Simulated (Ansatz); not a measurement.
Relaxed ZrO$_{2}$ (tetragonal-ZrO2 type, space group P4_2/nmc):

```xyz
12
Lattice="7.2421 0.0000 0.0000 3.6210 3.6210 0.0000 0.0000 0.0000 5.2828" Properties=species:S:1:pos:R:3 pbc="T T T"
Zr     0.0000     0.0000     0.0000
Zr     3.6210     0.0000     0.0000
Zr     1.8105     1.8105     2.6414
Zr     5.4316     1.8105     2.6414
O      7.2421     1.8105     1.0184
O      3.6210     1.8105     1.0184
O      7.2421     1.8105     3.6598
O      3.6210     1.8105     3.6598
O      1.8105     0.0000     1.6230
O      5.4316     0.0000     1.6230
O      1.8105     0.0000     4.2644
O      5.4316     0.0000     4.2644
```

A phonon eigenvector at M = (0.5, 0.5, 0.0) is frozen into this cell: atom i moves by Q times the vector below, so Q is the largest atomic displacement, in Å. The cell is held. It is one choice among 2 degenerate patterns. (q is in reciprocal vectors of the primitive cell; the cell shown is doubled to hold the pattern.)

```json
[
 {"atom": "O5", "x": "0.000", "y": "-0.472", "z": "0.000"},
 {"atom": "O6", "x": "0.000", "y": "0.472", "z": "0.000"},
 {"atom": "O7", "x": "0.000", "y": "1.000", "z": "0.000"},
 {"atom": "O8", "x": "0.000", "y": "-1.000", "z": "0.000"},
 {"atom": "O9", "x": "1.000", "y": "0.000", "z": "0.000"},
 {"atom": "O10", "x": "-1.000", "y": "0.000", "z": "0.000"},
 {"atom": "O11", "x": "-0.472", "y": "0.000", "z": "0.000"},
 {"atom": "O12", "x": "0.472", "y": "0.000", "z": "0.000"}
]
```

Atoms not listed stay in place.

The numbers are results of PBE (plane waves to 420 eV, PAW, scalar-relativistic; Ansatz, an electronic-structure program), not measurements. k mesh 9×9×6 (Γ-centred), Fermi-Dirac smearing 0.05 eV. E stands for the smeared free energy. This is a high-temperature form of ZrO2. ZrO2 is run without spin polarisation. ZrO2 was relaxed with its symmetry unable to fall. The zero of ΔE is the undisplaced structure.

Q: Predict the ΔE (meV/cell) at Q (Å) = -0.150, -0.090, -0.060, -0.030, 0.120, 0.150.

A: 
| Q (Å) | ΔE (meV/cell) |
|---|---|
| -0.150 | 114.9 |
| -0.090 | 38.8 |
| -0.060 | 16.9 |
| -0.030 | 4.2 |
| 0.120 | 70.9 |
| 0.150 | 114.9 |

(For displaced atoms, the force is minus the slope of the energy, and its curvature is a force constant, which sets phonon frequencies.)
